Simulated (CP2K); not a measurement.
Runs of CP2K 2026.2 on TiO2. The typed cell holds 9 atoms: a = 5.291 Å, b = 5.291 Å, c = 6.133 Å, α = 90.00°, β = 90.00°, γ = 120.00°. The cell comes from a database or a generator and needn't be the stable form of this composition.

```tsv
level	cutoff of the non-local correlation (Ry)	gap on the mesh (eV)	pressure (GPa)	largest force (eV/Å)
TPSS	-	3.88	8.6	6.32
PW91	-	3.69	8.1	-
LDA	-	3.66	3.3	5.96
PBEsol	-	3.69	5.6	(a)
vdW-DF2	300	3.64	(b)	6.75
rev-vdW-DF2	300	3.69	7.3	6.18
```

Alike in all rows: task atomic charges; potentials or basis POTENTIAL_UZH Ti GTH-PBE-q12, O GTH-PBE-q6; DZVP-MOLOPT-PBE-GTH basis; no spin polarisation; cell atom 4 moved 0.15 Å; k mesh 5 × 5 × 4; smearing fermi-dirac 0.05 eV.

Problem. Estimate the missing entries.

Solution. (a) 5.97; (b) 12.4.

Caveats: the potentials were made for another functional, which shifts forces and pressure; an odd mesh through Γ misses points on the zone boundary, where band edges often lie; the basis of atomic orbitals isn't converged, which shifts pressures, moduli and gaps; the forces don't sum to zero, a sign of grid noise (some runs).

Runs at the PBE level aren't shown here.
